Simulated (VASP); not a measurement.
# Ge (P6_3/mmc) in VASP: a series of runs, part 2 of 2

VASP 6.6.1. The steps go on from the part before.

**3. Single point, PBE**

The input, INCAR:

```
SYSTEM = Ge
ALGO = Fast
EDIFF = 1E-6
ENCUT = 520
GGA = PE
ISIF = 2
ISMEAR = 0
LASPH = .True.
LCHARG = .False.
LREAL = .False.
LWAVE = .False.
NBANDS = 36
NELM = 100
PREC = Accurate
SIGMA = 0.1
```

The input, KPOINTS:

```
k-points
0
Gamma
  12 12 6
  0 0 0
```

The input, POSCAR:

```
Ge
1.0
    4.0581567082      0.0000000000      0.0000000000
   -2.0290783541      3.5144668018      0.0000000000
    0.0000000000      0.0000000000      6.6925281911
Ge
4
Direct
    0.6666666667      0.3333333333      0.0627911807
    0.3333333333      0.6666666667      0.5627911807
    0.6666666667      0.3333333333      0.4372088193
    0.3333333333      0.6666666667      0.9372088193
```

Potentials or basis: VASP PAW PBE potentials, release 64 (Ge_d).

Launch:

```
$ cat potpaw_PBE.64/Ge_d/POTCAR > POTCAR
$ mpirun -np 1 vasp_std > vasp.out
```

OUTCAR:

```text
SYSTEM = Ge
   EDIFF = 1E-6
   ENCUT = 520
   GGA = PE
   ISIF = 2
   ISMEAR = 0
   LASPH = .True.
   LREAL = .False.
   NELM = 100
   PREC = Accurate

 ion  position               nearest neighbor table
   1  0.667  0.333  0.063-   4 2.49   4 2.49   4 2.49   3 2.51
   2  0.333  0.667  0.563-   3 2.49   3 2.49   3 2.49   4 2.51
   3  0.667  0.333  0.437-   2 2.49   2 2.49   2 2.49   1 2.51
   4  0.333  0.667  0.937-   1 2.49   1 2.49   1 2.49   2 2.51

  LATTYP: Found a hexagonal cell.
 ALAT       =     4.0581567082
 C/A-ratio  =     1.6491546957

  Lattice vectors:

 A1 = (   4.0581567082,   0.0000000000,   0.0000000000)
 A2 = (  -2.0290783541,   3.5144668018,   0.0000000000)
 A3 = (   0.0000000000,   0.0000000000,   6.6925281911)

Analysis of symmetry for initial positions (statically):
=====================================================================
 Subroutine PRICEL returns:
 Original cell was already a primitive cell.

 Routine SETGRP: Setting up the symmetry group for a
 hexagonal supercell.

 Subroutine GETGRP returns: Found 24 space group operations
 (whereof 12 operations were pure point group operations)
 out of a pool of 24 trial point group operations.

The static configuration has the point symmetry D_3d.
 The point group associated with its full space group is D_6h.

Analysis of symmetry for dynamics (positions and initial velocities):
=====================================================================
 Subroutine PRICEL returns:
 Original cell was already a primitive cell.

 Routine SETGRP: Setting up the symmetry group for a
 hexagonal supercell.

 Subroutine GETGRP returns: Found 24 space group operations
 (whereof 12 operations were pure point group operations)
 out of a pool of 24 trial point group operations.

The dynamic configuration has the point symmetry D_3d.
 The point group associated with its full space group is D_6h.

 Subroutine INISYM returns: Found 24 space group operations
 (whereof 12 operations are pure point group operations),
 and found     1 'primitive' translations

----------------------------------------------------------------------------------------

                                     Primitive cell

  volume of cell :      95.4506

  direct lattice vectors                    reciprocal lattice vectors
     4.058156708  0.000000000  0.000000000     0.246417295  0.142269092  0.000000000
    -2.029078354  3.514466802  0.000000000     0.000000000  0.284538184  0.000000000
     0.000000000  0.000000000  6.692528191     0.000000000  0.000000000  0.149420364

  length of vectors
     4.058156708  4.058156708  6.692528191     0.284538184  0.284538184  0.149420364

  position of ions in fractional coordinates (direct lattice)
     0.666666667  0.333333333  0.062791181
     0.333333333  0.666666667  0.562791181
     0.666666667  0.333333333  0.437208819
     0.333333333  0.666666667  0.937208819

  ion indices of the primitive-cell ions
   primitive index   ion index
                 1           1
                 2           2
                 3           3
[... 22 lines left out ...]

 Subroutine IBZKPT returns following result:
 ===========================================

 Found     76 irreducible k-points:

 Following reciprocal coordinates:
            Coordinates               Weight
  0.000000  0.000000  0.000000      1.000000
  0.083333 -0.000000  0.000000      6.000000
  0.166667  0.000000  0.000000      6.000000
  0.250000  0.000000  0.000000      6.000000
  0.333333  0.000000  0.000000      6.000000
  0.416667  0.000000  0.000000      6.000000
[... 16 lines left out ...]
  0.250000  0.000000  0.166667     12.000000
  0.333333  0.000000  0.166667     12.000000
 [... further k-points ...]
   k-points           NKPTS =     76   k-points in BZ     NKDIM =     76   number of bands    NBANDS=     36
   number of dos      NEDOS =    301   number of ions     NIONS =      4
   total plane-waves  NPLWV =  45000
   dimension x,y,z NGX =    30 NGY =   30 NGZ =   50
   dimension x,y,z NGXF=    60 NGYF=   60 NGZF=  100
   ions per type =               4
   NGX,Y,Z   is equivalent  to a cutoff of  12.29, 12.29, 12.42 a.u.
   NGXF,Y,Z  is equivalent  to a cutoff of  24.58, 24.58, 24.84 a.u.
 SYSTEM =  Ge
   PREC   = accura    normal or accurate (medium, high low for compatibility)
   ISTART =      0    job   : 0-new  1-cont  2-samecut
   ICHARG =      2    charge: 1-file 2-atom 10-const
   ISPIN  =      1    spin polarized calculation?
   LNONCOLLINEAR =      F non collinear calculations
   LSORBIT =      F    spin-orbit coupling
   LASPH  =      T    aspherical Exc in radial PAW
   ENCUT  =  520.0 eV  38.22 Ry    6.18 a.u.   7.55  7.55 12.44*2*pi/ulx,y,z
   NELM   =    100;   NELMIN=  2; NELMDL= -5     # of ELM steps
   EDIFF  = 0.1E-05   stopping-criterion for ELM
   LREAL  =      F    real-space projection
   EDIFFG = 0.1E-04   stopping-criterion for IOM
   NSW    =      0    number of steps for IOM
   IBRION =     -1    ionic relax: 0-MD 1-quasi-New 2-CG
   NFREE  =      0    steps in history (QN), initial steepest desc. (CG)
   ISIF   =      2    stress and relaxation
   ISYM   =      2    0-nonsym 1-usesym 2-fastsym
   POTIM  = 0.5000    time-step for ionic-motion
   TEBEG  =    0.0;   TEEND  =   0.0 temperature during run
   PSTRESS=    0.0 pullay stress
   NELECT =      56.0000    total number of electrons
   NUPDOWN=      -1.0000    fix difference up-down
   EMIN   =  10.00;   EMAX   =-10.00  energy-range for DOS
   EFERMI =   0.00;   METHOD = LEGACY
   ISMEAR =     0;   SIGMA  =   0.10  broadening in eV -4-tet -1-fermi 0-gaus
   EFERMI_NEDOS =   21; number of points for ismear=-14 and -15
   IALGO  =     68    algorithm
   IMIX   =      4    mixing-type and parameters
     AMIX     =   0.40;   BMIX     =  1.00
     AMIX_MAG =   1.60;   BMIX_MAG =  1.00
  volume/ion in A,a.u.               =      23.86       161.03
  Fermi-wavevector in a.u.,A,eV,Ry     =   1.370497  2.589863 25.555298  1.878261
  Thomas-Fermi vector in A             =   2.496278
   LORBIT       =      0    0 simple, 1 ext, 2 COOP (PROOUT), +10 PAW based schemes
   GGA     = PE    functional components
   LHFCALC =     F    Hartree Fock is set to
   AEXX    =    0.0000 exact exchange contribution
   IVDW    =     0    specifies the selected vdW correction
   LEPSILON=     F    determine dielectric tensor
   LRPA    =     F    only Hartree local field effects (RPA)
 non-spin polarized calculation
 RMM-DIIS sequential band-by-band and
 Gauss-broadening in eV      SIGMA  =   0.10
  energy-cutoff  :      520.00
  volume of cell :       95.45
 maximum number of plane-waves:      2595
   NGX = 15   NGY = 15   NGZ = 25

 number of electron      55.9999982 magnetization

 Free energy of the ion-electron system (eV)
  ---------------------------------------------------
  ext. energy  EPLUGINS =         0.00000000
  ---------------------------------------------------
  free energy    TOTEN  =       -18.00269264 eV

  energy without entropy =      -18.00210946  energy(sigma->0) =      -18.00240105

 E-fermi :   4.5485     XC(G=0):  -9.6723

 val. band max:        4.4959104084   @ k =   0.0833  -0.0000   0.0000
 cond. band min:       4.6482607840   @ k =   0.0000   0.0000   0.0000
 fundamental gap:      0.1523503756
 Fermi energy:         4.5485368645

 k-point     1 :       0.0000    0.0000    0.0000
  band No.  band energies     occupation
      1     -20.2881      2.00000
      2     -20.2881      2.00000
      3     -20.2547      2.00000
      4     -20.2545      2.00000
      5     -20.2545      2.00000
      6     -20.2421      2.00000
[... 925 lines left out ...]
     35      11.3872      0.00000
     36      11.9555      0.00000

 [... further k-points ...]

------------------------ aborting loop because EDIFF is reached ----------------------------------------

  FORCE on cell =-STRESS in cart. coord.  units (eV):
  Direction    XX          YY          ZZ          XY          YZ          ZX
  --------------------------------------------------------------------------------------
  -------------------------------------------------------------------------------------
  Total       -0.0391428     -0.0391428     -0.0292986     -0.0000000      0.0000000      0.0000000
  in kB       -0.6570282     -0.6570282     -0.4917894     -0.0000000      0.0000000      0.0000000
  external PRESSURE =      -0.6019486 kB  Pullay stress =       0.0000000 kB

 VOLUME and BASIS-vectors are now :
 -----------------------------------------------------------------------------
  energy-cutoff  :      520.00
  volume of cell :       95.45
      direct lattice vectors                 reciprocal lattice vectors
     4.058156708  0.000000000  0.000000000     0.246417295  0.142269092  0.000000000
    -2.029078354  3.514466802  0.000000000     0.000000000  0.284538184  0.000000000
     0.000000000  0.000000000  6.692528191     0.000000000  0.000000000  0.149420364

 POSITION                                       TOTAL-FORCE (eV/Angst)
 -----------------------------------------------------------------------------------
      2.02908      1.17149      0.42023        -0.000000      0.000000      0.000265
     -0.00000      2.34298      3.76650         0.000000     -0.000000      0.000265
      2.02908      1.17149      2.92603         0.000000      0.000000     -0.000265
     -0.00000      2.34298      6.27230        -0.000000      0.000000     -0.000265
 -----------------------------------------------------------------------------------
    total drift:                                0.000000     -0.000000      0.000000

  FREE ENERGIE OF THE ION-ELECTRON SYSTEM (eV)
  ---------------------------------------------------
  free  energy   TOTEN  =       -18.0026926399 eV

  energy  without entropy=      -18.0021094556  energy(sigma->0) =      -18.00240105
```

Wall time 4.3 min (1 thread of AMD EPYC 7R13 (Zen 3), shared host); peak memory 0.29 GiB.

Results:

| Property | Result |
| --- | --- |
| Free energy | -18.0027 eV |
| Pressure | -0.1 GPa |
| Band gap on the k mesh | none (metal or under the smearing width) |
